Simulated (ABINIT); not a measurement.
# TiO2 (P1): G0W0 on several meshes in ABINIT

Aim: the GW shift of TiO2 (P1) against the k mesh.

Calculated with ABINIT 10.8.3; LDA and many-body steps on it, plane waves.

This is a report of a sequence of runs, with most program output left out.

## Step 1: Set-up

The cell holds 9 atoms: 3 Ti and 6 O. Its edges and angles: a = 2.968 Å, b = 4.708 Å, c = 7.241 Å, α = 88.1°, β = 78.2°, γ = 90.0°.

Coordinates:

```cif
data_structure
_symmetry_space_group_name_H-M 'P1'
_symmetry_Int_Tables_number 1
_cell_length_a 2.9683
_cell_length_b 4.7076
_cell_length_c 7.2412
_cell_angle_alpha 88.082
_cell_angle_beta 78.178
_cell_angle_gamma 89.997
_cell_volume 98.98
loop_
_atom_site_label
_atom_site_type_symbol
_atom_site_symmetry_multiplicity
_atom_site_Wyckoff_symbol
_atom_site_fract_x
_atom_site_fract_y
_atom_site_fract_z
_atom_site_occupancy
Ti1 Ti 1 a 0.66171 0.52047 0.68450 1
Ti2 Ti 1 a 0.34464 0.48026 0.31696 1
Ti3 Ti 1 a 0.00337 0.00039 0.00070 1
O1 O 1 a 0.56803 0.81530 0.87283 1
O2 O 1 a 0.22941 0.70301 0.54951 1
O3 O 1 a 0.90650 0.69184 0.19517 1
O4 O 1 a 0.10124 0.30895 0.80624 1
O5 O 1 a 0.77793 0.29773 0.45188 1
O6 O 1 a 0.44004 0.18544 0.12854 1
```

The cell and positions are those that the Materials Project relaxed with its own functionals (PBE, PBE+U or r2SCAN), kept fixed. This is not the form that TiO2 usually takes at ambient conditions.

## Step 2: Empty states on the mesh, 4×2×2 mesh, 479 bands

This step: ABINIT 10.8.3; DFT, LDA, plane waves, norm-conserving pseudopotentials.

The sums over transitions need many empty states on a uniform mesh; this step solves for them.

Input file run.abi:

```
acell 3*1.0 Angstrom
rprim 
  2.968264546300 0.000000000000 -0.000000000000
  0.000208083400 4.707606754900 0.000000000000
  1.483569621100 0.242353462000 7.083464797900
ntypat 2
znucl 22 8
natom 9
typat 1 1 1 2 2 2 2 2 2
xred 
  0.661708140000 0.520474360000 0.684496360000
  0.344640210000 0.480259650000 0.316959870000
  0.003371870000 0.000388810000 0.000703190000
  0.568025670000 0.815300060000 0.872827180000
  0.229407150000 0.703007280000 0.549514730000
  0.906497210000 0.691836990000 0.195171570000
  0.101236240000 0.308953420000 0.806243220000
  0.777926340000 0.297728750000 0.451878070000
  0.440038160000 0.185437690000 0.128538800000
pp_dirpath "pseudos"
pseudos "Ti.upf, O.upf"
ecut 38
ngkpt 4 2 2
nshiftk 1
shiftk 0 0 0
kptopt 1
chksymbreak 0
iscf -2
irdden 1
istwfk *1
nband 479
nbdbuf 42
tolwfr 1e-09
nstep 60
prtvol 0
indata_prefix "in"
outdata_prefix "out"
tmpdata_prefix "tmp"
```

The run is started by

```sh
$ OMP_NUM_THREADS=1 mpirun -n 4 abinit run.abi > log
```

Elapsed: 16 min, on 4 MPI ranks of Arm Neoverse V1, shared host; peak memory 1 GiB.

Numbers from this step:

```
gap                                                           : 2.268 eV
k of the valence top                                          : 0, 0, 0
k of the conduction bottom                                    : 0, 0, 0
least direct gap                                              : 2.268 eV
k points computed                                             : 12
lowest point of the top converged band, above the valence top : 136.0006 eV
```

On this mesh the gap is 2.268 eV.

The density comes from a self-consistent run that is not shown.

## Step 3: Screening, 4×2×2 mesh, 115 bands, screening to 68.6 eV

The RPA dielectric matrix is built and inverted for each q.

This step: RPA screening on LDA, plane waves, norm-conserving pseudopotentials.

Edit run.abi of step 2 so:

```diff
@@ -27,10 +27,11 @@
 chksymbreak 0
-iscf -2
-irdden 1
 istwfk *1
-nband 479
-nbdbuf 42
-tolwfr 1e-09
-nstep 60
-prtvol 0
+occopt 1
+irdwfk 1
+optdriver 3
+nband 115
+ecuteps 2.52
+inclvkb 2
+awtr 1
+symchi 1
 indata_prefix "in"
```

Run time: 2.2 min. Hardware: 4 MPI ranks; peak memory 2.1 GiB; 8.9 min of CPU time.

Numbers from this step:

```
ε∞ with local fields, on this mesh, along the program's q direction : 6.998
the same without local fields                                       : 7.456
plasma frequency                                                    : 31.67 eV
plane waves in the screening matrix                                 : 121
```

Local fields lower ε∞ by 6 %. On a Γ-centred mesh this coarse the value itself is usually too large, while a short band sum pulls it down.

## Step 4: 4×2×2

The self-energy is evaluated for the states that the input lists, and the levels follow from it, in one-shot runs by the linearised quasiparticle equation.

This step: G0W0 on LDA, plane waves, norm-conserving pseudopotentials.

Edit run.abi of step 3 so:

```diff
@@ -30,8 +30,29 @@
 irdwfk 1
-optdriver 3
+optdriver 4
 nband 115
+gwcalctyp 0
+ecutsigx 38
+symsigma 1
+nkptgw 8
+kptgw 
+  0.0000000000 0.0000000000 0.0000000000
+  0.5000000000 0.0000000000 0.0000000000
+  0.0000000000 0.5000000000 0.0000000000
+  0.5000000000 0.5000000000 0.0000000000
+  0.0000000000 0.0000000000 0.5000000000
+  0.5000000000 0.0000000000 0.5000000000
+  0.0000000000 0.5000000000 0.5000000000
+  0.5000000000 0.5000000000 0.5000000000
+bdgw 
+  35 38
+  35 38
+  35 38
+  35 38
+  35 38
+  35 38
+  35 38
+  35 38
 ecuteps 2.52
-inclvkb 2
-awtr 1
-symchi 1
+irdscr 1
+ppmodel 1
 indata_prefix "in"
```

It took 23 s on 4 MPI ranks; peak memory 1.5 GiB; 92 s of CPU time.

This step gave:

```
G0W0 gap on the mesh                         : 4.102 eV
starting gap on the mesh                     : 2.268 eV
k of the valence top                         : 0, 0, 0
k of the conduction bottom                   : 0, 0, 0
Z at the valence top                         : 0.771
Z at the conduction bottom                   : 0.783
least direct G0W0 gap on the computed points : 4.102 eV
```

The gap on the mesh goes from 2.27 eV to 4.10 eV, a correction of +1.83 eV.

## Step 5: Empty states on the mesh, 4×2×1 mesh, 125 bands

This step: DFT, LDA, plane waves, norm-conserving pseudopotentials.

Input file run.abi:

```
acell 3*1.0 Angstrom
rprim 
  2.968264546300 0.000000000000 -0.000000000000
  0.000208083400 4.707606754900 0.000000000000
  1.483569621100 0.242353462000 7.083464797900
ntypat 2
znucl 22 8
natom 9
typat 1 1 1 2 2 2 2 2 2
xred 
  0.661708140000 0.520474360000 0.684496360000
  0.344640210000 0.480259650000 0.316959870000
  0.003371870000 0.000388810000 0.000703190000
  0.568025670000 0.815300060000 0.872827180000
  0.229407150000 0.703007280000 0.549514730000
  0.906497210000 0.691836990000 0.195171570000
  0.101236240000 0.308953420000 0.806243220000
  0.777926340000 0.297728750000 0.451878070000
  0.440038160000 0.185437690000 0.128538800000
pp_dirpath "pseudos"
pseudos "Ti.upf, O.upf"
ecut 38
ngkpt 4 2 1
nshiftk 1
shiftk 0 0 0
kptopt 1
chksymbreak 0
iscf -2
irdden 1
istwfk *1
nband 125
nbdbuf 10
tolwfr 1e-09
nstep 60
prtvol 0
indata_prefix "in"
outdata_prefix "out"
tmpdata_prefix "tmp"
```

Elapsed: 68 s, on 4 MPI ranks; peak memory 0.38 GiB.

This step gave:

* gap: 2.268 eV
* k of the valence top: 0, 0, 0
* k of the conduction bottom: 0, 0, 0
* least direct gap: 2.268 eV
* k points computed: 6
* lowest point of the top converged band, above the valence top: 41.51 eV

On this mesh the gap is 2.268 eV.

## Step 6: Screening, 4×2×1 mesh, 115 bands, screening to 68.6 eV

This step: RPA screening on LDA, plane waves, norm-conserving pseudopotentials.

Edit run.abi of step 5 so:

```diff
@@ -27,10 +27,11 @@
 chksymbreak 0
-iscf -2
-irdden 1
 istwfk *1
-nband 125
-nbdbuf 10
-tolwfr 1e-09
-nstep 60
-prtvol 0
+occopt 1
+irdwfk 1
+optdriver 3
+nband 115
+ecuteps 2.52
+inclvkb 2
+awtr 1
+symchi 1
 indata_prefix "in"
```

The job ended after 52 s (4 MPI ranks; peak memory 1.3 GiB).

Numbers from this step:

```yaml
eps_infinity_with_local_fields_on_this_mesh_along_the_program_s_q_direction: 6.973
the_same_without_local_fields: 7.439
plasma_frequency: 31.67 eV
plane_waves_in_the_screening_matrix: 121
```

## Step 7: 4×2×1

This step: G0W0 on LDA, plane waves, norm-conserving pseudopotentials.

Edit run.abi of step 6 so:

```diff
@@ -30,8 +30,21 @@
 irdwfk 1
-optdriver 3
+optdriver 4
 nband 115
+gwcalctyp 0
+ecutsigx 38
+symsigma 1
+nkptgw 4
+kptgw 
+  0.0000000000 0.0000000000 0.0000000000
+  0.5000000000 0.0000000000 0.0000000000
+  0.0000000000 0.5000000000 0.0000000000
+  0.5000000000 0.5000000000 0.0000000000
+bdgw 
+  35 38
+  35 38
+  35 38
+  35 38
 ecuteps 2.52
-inclvkb 2
-awtr 1
-symchi 1
+irdscr 1
+ppmodel 1
 indata_prefix "in"
```

Run time: 7.9 s. Hardware: 4 MPI ranks; peak memory 0.8 GiB.

This step gave:

```yaml
g0w0_gap_on_the_mesh: 4.098 eV
starting_gap_on_the_mesh: 2.268 eV
k_of_the_valence_top: 0, 0, 0
k_of_the_conduction_bottom: 0, 0.5, 0
z_at_the_valence_top: 0.77
z_at_the_conduction_bottom: 0.78
least_direct_g0w0_gap_on_the_computed_points: 4.101 eV
```

Against G0W0 in ABINIT (4×2×2 mesh, 115 bands, screening to 68.6 eV, Godby-Needs plasmon pole), the gap moves by −0.004 eV.

## Step 8: Side by side

Times are wall times on 4 MPI ranks of Arm Neoverse V1, shared host, good to a factor of about two. A run's time includes the screening step that it read.

| run | mesh | bands | screening cutoff (eV) | DFT gap (eV) | gap on the mesh (eV) | direct (eV) | ε∞ used | time |
| --- | --- | --- | --- | --- | --- | --- | --- | --- |
| 4×2×2 | 4×2×2 | 115 | 68.6 | 2.268 | 4.102 | 4.102 | 7.00 | 2.6 min |
| 4×2×1 | 4×2×1 | 115 | 68.6 | 2.268 | 4.098 | 4.101 | 6.97 | 60 s |

## Step 9: Results

| Item | Value |
| --- | --- |
| 4×2×2 | 4.102 eV |
| 4×2×1 | 4.098 eV |
| known limits | not at the basis limit; coarse k mesh |

What this shows: 4×2×1: −0.004 eV against 4×2×2. Bands and cutoff are finite, so the gap is not at the basis limit. The miss can reach some tenths of an eV and take either sign; the mesh is an error of its own. A denser mesh or path gives a starting gap of 2.21 eV: the GW mesh misses a band edge, so its gaps are not the fundamental one. The 4×2×2 mesh is coarse for this cell, which bears on the long-range parts of exchange and screening.

[Paths, hosts, dates, memory and timing lines, banners, echoed tables and standing remarks are left out of the program output.]

[Logs are printed without paths, hosts, clocks, repeated set-up lines and the standing remarks that a program may print on its own settings, such as how far it seeks lower states.]

[Runs of the session that timed out or met a known fault of the program may be left out.]

[Hosts, paths, dates, database ids (printed as entryN), source tags and the programs' standing remarks are cut or masked in the printed files.]

[G0W0 gaps are taken among the corrected bands and points alone; a level outside them can change the order at an edge.]

[Where Ansatz stands beside ABINIT at settings called matched, ABINIT's density can come from a denser mesh and the files from another edition; pairs whose starting gaps differed by over 0.03 eV were left out, so agreement reads better than it is.]
